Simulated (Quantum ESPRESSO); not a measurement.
WS2 in Quantum ESPRESSO: the effect of Hubbard term

Crystal: WS2.

```
W S
1.0
     1.57900    0.91164    6.16333
    -1.57900    0.91164    6.16333
     0.00000   -1.82327    6.16333
W S
1 2
Direct
  0.00000 0.00000 0.00000
  0.75030 0.75030 0.75030
  0.58100 0.58100 0.58100
```

Measurements of this composition are mostly on another form, of space group No. 194.

Alike in all runs:

```yaml
Program: Quantum ESPRESSO 7.5
Task: single point
Functional: PBEsol
Potentials_or_basis: GBRV 1.5 PBEsol
Cutoff: 762 eV
Density_cutoff: 6095 eV
k_mesh: 7 × 7 × 7
Occupations: gaussian, width 0.05 eV
Spin: collinear spin, ferromagnetic start
Starting_moments: "[2.0, 0.0, 0.0] μB"
Hubbard_projectors: ortho-atomic
Double: 3
Start_of_the_occupations: atomic
Moments_locked: none
Magnetic_state_asked_for: free
Formal_shell_electrons: 1 d2
```

Q: One run gave: gap on the mesh none; pressure 22.9 GPa. Which Hubbard term did it use?
A. W d U = 6 eV
B. W d U = 2 eV
C. none
D. W d U = 4 eV
E. W d U = 8 eV

A: E.

| Hubbard term | gap on the mesh (eV) | pressure (GPa) |
| --- | --- | --- |
| none | 1.10 | -0.4 |
| W d U = 1 eV | 1.12 | -0.3 |
| W d U = 2 eV | 1.15 | -0.3 |
| W d U = 3 eV | 1.19 | -0.2 |
| W d U = 4 eV | 1.23 | 0.0 |
| W d U = 5 eV | 1.29 | 0.1 |
| W d U = 6 eV | 1.38 | 0.4 |
| W d U = 8 eV | none | 22.9 |

Caveats: spin-orbit coupling is left out, which moves the levels of the heavy elements (some runs); an odd mesh through Γ misses points on the zone boundary, where band edges often lie (some runs); forces of over 1 eV/Å show positions far from the minimum, so gaps and moduli don't describe the material at rest (some runs).

A gap of «none» marks a metal or a gap under the smearing width.
